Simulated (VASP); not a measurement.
## Results of a VASP single-point calculation on WSe$_{2}$ (strained 2H (MoS2) bulk)

POSCAR

```
W  Se
 1.0000000000000000
     3.2666707717044363    0.0000000000288675    0.0000000000000000
    -1.6333353858772182    2.8290198740817245    0.0000000000000000
     0.0000000000000000    0.0000000000000000   13.2144444123000007
 W   Se
   2   4
Cartesian
 -0.0000000000166669  1.8860132493974391  3.3036111030750002
  1.6333353858438842  0.9430066247131532  9.9108333092250014
  1.6333353858438842  0.9430066247131532  4.9811612954311304
  1.6333353858438842  0.9430066247131532  1.6260609107188690
 -0.0000000000166669  1.8860132493974391 11.5883835015811307
 -0.0000000000166669  1.8860132493974391  8.2332831168688703
```

```yaml
gap_between_bands_v_and_c: 1.05 eV
least_direct_gap: 1.62 eV
largest_force: 0.34 eV/Å
```

Band v is the last that the valence electrons fill when counted band by band, and c is the next. Levels in eV from the top of v:

```tsv
point	v−1	v	c	c+1
Γ	-1.08	0.00	2.82	2.82
M	-1.17	-0.97	2.32	2.35
K	-0.33	-0.11	1.51	1.51
A	-0.24	-0.24	2.83	2.83
L	-1.07	-1.07	2.33	2.33
H	-0.23	-0.23	1.51	1.51
```

Which of these levels of theory gave these results?
A. PBE
B. PBE with spin–orbit coupling
C. HSE06
D. PBEsol
E. LDA
F. PBE0
G. r²SCAN

A.

The INCAR was:

```
LREAL = .FALSE.
ENCUT = 520
EDIFF = 1E-7
PREC = Accurate
ISMEAR = -1
GGA = PE
LWAVE = .FALSE.
ISIF = 2
IBRION = -1
LCHARG = .FALSE.
SIGMA = 0.02
NSW = 0
NELM = 120
NBANDS = 35
LASPH = .TRUE.
```
